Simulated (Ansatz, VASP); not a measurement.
# One calculation of Si, two programs

The input POSCAR:

```
Si
1.0
    0.0000000000      2.6085421017      2.6085421017
    2.6085421017      0.0000000000      2.6085421017
    2.6085421017      2.6085421017      0.0000000000
Si
2
Direct
   -0.1250000000     -0.1250000000     -0.1250000000
    0.1250000000      0.1250000000      0.1250000000
```

INCAR.step1

```
SYSTEM = Si
PREC     = Accurate       ! precision mode
ENCUT    = 520            ! plane-wave cutoff, eV
ISMEAR   = -1             ! smearing method
SIGMA    = 0.08           ! smearing width, eV
LREAL    = .FALSE.        ! projectors in reciprocal space
LASPH    = .TRUE.         ! aspherical terms in the spheres
NELM     = 60             ! most SCF steps
NBANDS   = 11             ! bands
GGA      = PE             ! functional
ALGO     = Normal         ! electronic algorithm
EDIFF    = 1E-4           ! SCF threshold, eV
LWAVE    = .TRUE.         ! write WAVECAR
LCHARG   = .FALSE.        ! write CHGCAR
```

INCAR.step2

```
SYSTEM = Si
PREC     = Accurate       ! precision mode
ENCUT    = 520            ! plane-wave cutoff, eV
EDIFF    = 1E-6           ! SCF threshold, eV
ISMEAR   = -1             ! smearing method
SIGMA    = 0.08           ! smearing width, eV
LREAL    = .FALSE.        ! projectors in reciprocal space
LASPH    = .TRUE.         ! aspherical terms in the spheres
NELM     = 60             ! most SCF steps
ALGO     = Normal         ! electronic algorithm
ISIF     = 2              ! what is computed and relaxed
LWAVE    = .FALSE.        ! write WAVECAR
LCHARG   = .FALSE.        ! write CHGCAR
METAGGA  = R2SCAN         ! meta-GGA
LMIXTAU  = .TRUE.       
NBANDS   = 11             ! bands
ISTART   = 1
```

File KPOINTS:

```
regular mesh
0
G
  13 13 13
  0 0 0
```

Input for Ansatz:

```yaml
crystal:
  lattice:
    - [0.0, 2.6085421017, 2.6085421017]
    - [2.6085421017, 0.0, 2.6085421017]
    - [2.6085421017, 2.6085421017, 0.0]
  atoms:
    - { symbol: Si, position: [-0.125, -0.125, -0.125] }
    - { symbol: Si, position: [0.125, 0.125, 0.125] }
kpoints:
  mp_grid: { grid: [13, 13, 13] }
scf:
  occupations: { method: fermi_dirac, width: 0.08 }
hamiltonian:
  xc: r2scan
  pseudopotentials: { kind: paw }
output:
  forces: true
  stress: true
  eigenvalues: true
  populations: true
```

Change from the starting cell: volume scaled by 0.88, PAW files.

Alike in both runs: task single point; functional r2SCAN; k mesh 13 × 13 × 13; occupations fermi-dirac, width 0.08 eV; no spin polarisation.

```csv
,VASP,Ansatz
version,VASP 6.6.1,Ansatz 0.2.0
potentials or method,"VASP PAW PBE potentials, release 64 (Si)","PAW with Ansatz's default frozen-core files, scalar-relativistic"
plane-wave cutoff (eV),520,500
valence electrons in the cell,8,8
```

VASP gave:

```
pressure (GPa) : 15.8
```

**Question.** Estimate Ansatz's values.

**Answer.** Pressure (GPa): 16.1.

Caveats: so large a pressure means that the cell lies far from this level's equilibrium, or that cutoff or potentials fall short (VASP); the potentials were made for another functional, which shifts forces and pressure (VASP); an odd mesh through Γ misses points on the zone boundary, where band edges often lie.
